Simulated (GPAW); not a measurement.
# TiO: single point with PBEsol

The system is TiO.

```
Ti O
1.0
     3.03100    0.00000    0.00000
    -1.51550    2.62492    0.00000
     0.00000    0.00000    3.23770
Ti O
1 1
Direct
  0.66667 0.33333 0.00000
  0.00000 0.00000 0.50000
```

* Program: GPAW 26.7.0
* Task: single point
* Functional: PBEsol
* Potentials or basis: PAW data sets generated in the run's folder for this functional
* Cutoff: 800 eV
* Basis: pw
* k mesh: 10 × 10 × 8
* Occupations: fermi-dirac, width 0.05 eV
* Spin: no spin polarisation

```json
{
  "Pressure": "-40.3 GPa",
  "Band gap on the k mesh": "none (metal or under the smearing width)"
}
```

Stress tensor (GPa, compression positive):
```
-33.67   0.00   0.00
  0.00 -33.67   0.00
  0.00   0.00 -53.52
```

Levels at points of the mesh, in eV from the Fermi level:
```tsv
k point	band 7	band 8	band 9	band 10	band 11	band 12
(0.00, 0.00, 0.00)	-3.82	-3.82	-2.35	0.55	1.03	1.03
(0.00, 0.00, 0.50)	-3.59	-3.59	0.08	0.11	0.11	1.55
(0.50, 0.50, 0.00)	-5.01	-3.84	-1.61	1.11	1.50	1.84
(0.50, 0.50, 0.50)	-6.00	-4.55	-0.78	0.96	1.90	2.17
```

It took 32 s on 1 thread of Arm Neoverse V1, with other jobs on the host, peak memory 0.18 GiB.

Caveat: a pressure of tens of GPa on the cell as given is suspect, and the run, the potentials or the cell itself is likely at fault; semilocal functionals often make such compounds metallic where correlation or magnetic order opens a gap, which also shifts bond lengths.
